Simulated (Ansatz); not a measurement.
**ZnSe (Stilleite): electron localisation function with r2SCAN+rVV10**

**The experiment to reproduce.**

From “Alloy Disordering Effects on the Thermal Conductivity and Energy Gap Temperature Dependence of Cd1−xZnxSe Ternary Crystals Grown by the Bridgman Method”, 2023, pmc:10253836, for a bulk crystal of ZnSe at 300 K: band gap 2.695 ± 0.003 eV (an exciton energy, a little under the gap).

ZnSe (Stilleite):

```
Se Zn
1.0
     0.00000    2.83380    2.83380
     2.83380    0.00000    2.83380
     2.83380    2.83380    0.00000
Se Zn
1 1
Direct
  0.75000 0.75000 0.75000
  0.00000 0.00000 0.00000
```

* Program: Ansatz 0.2.0
* Task: electron localisation function
* Functional: r2SCAN
* Dispersion: rVV10
* Potentials or basis: Ansatz PAW
* Cutoff: 500 eV (not typed: the program's choice for these potentials)
* k mesh: 8 × 8 × 8
* Occupations: fermi-dirac, width 0.025 eV
* Spin: non-collinear spin, ferromagnetic start, spin-orbit coupling
* Starting moments: [[0.289, 0.289, 0.289], [0.0, 0.0, 0.0]] μB

```yaml
Pressure: -1.0 GPa
Band_gap_on_the_k_mesh: 1.70 eV, direct
Net_moment: 0.00 μB per cell
Absolute_moment: 0.00 μB per cell
```

Levels at points of the mesh, in eV from the valence-band top:
```csv
k point,band 26,band 27,band 28,band 29,band 30,band 31
"(0.00, 0.00, 0.00)",0.00,0.00,0.00,1.70,1.70,6.08
"(0.00, 0.00, -0.50)",-1.12,-0.90,-0.90,2.89,2.89,6.69
"(0.00, -0.50, -0.50)",-2.45,-2.28,-2.28,3.14,3.14,3.72
"(-0.50, -0.50, -0.50)",-1.12,-0.90,-0.90,2.89,2.89,6.69
```

Moments on the atoms (μB; x, y, z):
```
Se  0.00 0.00 0.00
Zn  0.00 0.00 0.00
```

It took 5.8 min on 1 thread of Arm Neoverse V1, with other jobs on the host, peak memory 0.97 GiB.

A measured gap of ZnSe is 2.695 eV (an exciton energy, a little under the gap; 300 K; “Alloy Disordering Effects on the Thermal Conductivity and Energy Gap Temperature Dependence of Cd1−xZnxSe Ternary Crystals Grown by the Bridgman Method”, 2023, pmc:10253836); the calculated 1.70 eV misses it by -1.00 eV. The value is that of r2SCAN+rVV10, without temperature or zero-point motion.

Caveat: the PAW data sets come from PBE, with cores solved anew for the run's functional, which leaves a small shift of forces and pressure; the starting moments weren't kept.
